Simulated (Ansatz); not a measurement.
**Ga2O3: the band gap up the ladder of functionals**

One table from this session's results is given with a row withheld; the runs are named, their logs left out.

Code: Ansatz 0.2.0. PAW datasets, plane waves. The values are computed, spin-unpolarised, and not measurements.

## Starting point

The cell was relaxed beforehand with r2SCAN.

It is trigonal, R-3c (No. 167); a = 4.985 Å, c = 13.442 Å in the conventional setting, 9.64 Å³ an atom. Near Ga stand 6 O at 1.93–2.07 Å; near O stand 4 Ga at 1.93–2.07 Å.

The structure in full:

```cif
data_structure
_symmetry_space_group_name_H-M 'P 1'
_symmetry_Int_Tables_number 1
_cell_length_a 5.3252
_cell_length_b 5.3252
_cell_length_c 5.3252
_cell_angle_alpha 55.810
_cell_angle_beta 55.810
_cell_angle_gamma 55.810
_cell_volume 96.41
loop_
_atom_site_label
_atom_site_type_symbol
_atom_site_fract_x
_atom_site_fract_y
_atom_site_fract_z
_atom_site_occupancy
Ga1 Ga 0.85543 0.85543 0.85543 1
Ga2 Ga 0.35543 0.35543 0.35543 1
Ga3 Ga 0.14457 0.14457 0.14457 1
Ga4 Ga 0.64457 0.64457 0.64457 1
O1 O 0.44637 0.05363 0.75000 1
O2 O 0.05363 0.75000 0.44637 1
O3 O 0.55363 0.94637 0.25000 1
O4 O 0.25000 0.55363 0.94637 1
O5 O 0.94637 0.25000 0.55363 1
O6 O 0.75000 0.44637 0.05363 1
```

Set-up of the first run:

The input, input.yaml:

```yaml
crystal:
  lattice:
    - [2.4922599282, 1.4389069404, 4.480644207]
    - [-2.4922599282, 1.4389069404, 4.480644207]
    - [0.0, -2.8778138808, 4.480644207]
  atoms:
    - { symbol: Ga, position: [0.855426099, 0.855426099, 0.855426099] }
    - { symbol: Ga, position: [0.355426099, 0.355426099, 0.355426099] }
    - { symbol: Ga, position: [0.144573901, 0.144573901, 0.144573901] }
    - { symbol: Ga, position: [0.644573901, 0.644573901, 0.644573901] }
    - { symbol: O, position: [0.4463667103, 0.0536332897, 0.75] }
    - { symbol: O, position: [0.0536332897, 0.75, 0.4463667103] }
    - { symbol: O, position: [0.5536332897, 0.9463667103, 0.25] }
    - { symbol: O, position: [0.25, 0.5536332897, 0.9463667103] }
    - { symbol: O, position: [0.9463667103, 0.25, 0.5536332897] }
    - { symbol: O, position: [0.75, 0.4463667103, 0.0536332897] }
kpoints:
  mp_grid: { grid: [6, 6, 6] }
  band_path:
    path:
      - [[0.0, 0.0, 0.0], [0.5, 0.5, 0.5], [0.7645800826088, 0.2354199173912, 0.5]]
      - [[0.5, -0.2354199173912, 0.2354199173912], [0.5, -5.286804140983e-17, -1.22560962525e-16], [0.0, 0.0, 0.0], [0.3677099586956, -0.3677099586956, -5.632159602488e-18]]
      - [[0.6322900413044, 6.635288594235e-17, 0.3677099586956], [0.5, 2.061533663004e-16, 0.5], [0.0, 0.0, 0.0]]
    npoints: 10
hamiltonian:
  xc: pbe
scf:
  occupations: { method: fermi_dirac, width: 0.02 }
  n_extra_bands: 6
output:
  forces: true
  stress: true
  eigenvalues: true
```

On the command line:

```
$ ansatz run input.yaml --threads 4 --pin off --max-ram 7372MiB --backend cpu --events-out ev --progress --plain --runs-dir out
```

Among the steps run: PBE band path; Single point with r2SCAN; HSE06 at the same geometry; PBE+SOC; PBE0; LDA; Single point with DDH-PBE0; LC-ωPBE.

One of the session's tables, all rows but one given; the rest of the session is left out.

```
   level  gap (eV)
     PBE      2.85
  r2SCAN      3.55
   HSE06      4.62
 PBE+SOC      2.85
    PBE0      5.34
     LDA         ?
DDH-PBE0      5.13
 LC-ωPBE     10.24
```

**Question.** Estimate the row for LDA.

The run gave: gap (eV): 2.78. In the column «gap (eV)» it is the lowest.

Meshes: PBE 6×6×6, r2SCAN 6×6×6, HSE06 4×4×4, PBE+SOC 6×6×6, PBE0 4×4×4, LDA 6×6×6, DDH-PBE0 4×4×4, LC-ωPBE 4×4×4.

In words: The gap runs from 2.78 eV (LDA) to 10.24 eV (LC-ωPBE). PBE reaches 62 % of the HSE06 value, and r2SCAN 77 %. PBE0 lies 0.72 eV above HSE06, which differs from it by screening the long-range exchange.

To keep in mind: Warnings in the runs' records: stress scf threshold loose, stress exchange threshold loose.
